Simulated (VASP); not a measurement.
Write the native input for VASP 6.6.1 that does the following.

```yaml
Task: single point
Functional: PBEsol
Potentials_or_basis: VASP PAW PBE potentials, release 64 (Co)
Cutoff: 520 eV
k_mesh: 32 × 32 × 32
Occupations: gaussian, width 0.1 eV
Spin: collinear spin, typed start
Starting_moments: "[1.68, 1.68] μB"
Dipole_correction: no
Further_INCAR_settings: ALGO = Normal; EDIFF = 1e-07; NBANDS = 20
```

The structure of Co lies in POSCAR:

```
Co
1.0
   -1.2036189420      1.2036189420      3.9061583285
    1.2036189420     -1.2036189420      3.9061583285
    1.2036189420      1.2036189420     -3.9061583285
Co
2
Direct
    0.8585386661      0.8585386661      0.0000000000
    0.1414613339      0.1414613339      0.0000000000
```

The cell was built by a generator and needn't be a form met in nature.

These files were run (other wordings do the same):

INCAR

```
ALGO = Normal ; EDIFF = 1E-7
ENCUT = 520 ; GGA = PS
ISIF = 2 ; ISMEAR = 0
ISPIN = 2 ; LASPH = True
LCHARG = True ; LELF = True
LMAXMIX = 4 ; LORBIT = 11
LREAL = False ; LVHAR = True
LWAVE = False ; MAGMOM = 1.68 1.68
NBANDS = 20 ; NELM = 150
PREC = Accurate ; SIGMA = 0.1
```

KPOINTS

```
k-points
0
Gamma
  32 32 32
```

Potentials or basis: VASP PAW PBE potentials, release 64 (Co).

Launch:

```console
$ cat potpaw_PBE.64/Co/POTCAR > POTCAR
$ mpirun -np 1 vasp_std > vasp.out
```

It gave:

```json
{
 "Pressure": "-0.7 GPa",
 "Band gap on the k mesh": "none (metal or under the smearing width)",
 "Net moment": "2.99 μB per cell",
 "Site moments": "Co +1.50 μB",
 "Valence electrons inside the program's atomic spheres": "Co 8.34"
}
```

Caveat: the PAW data sets were made with another functional, which shifts forces and pressure a little.

Wall time 23 min on 1 thread of Intel(R) Xeon(R) Platinum 8559C (Emerald Rapids), with other jobs on the host, peak memory 1.4 GiB.
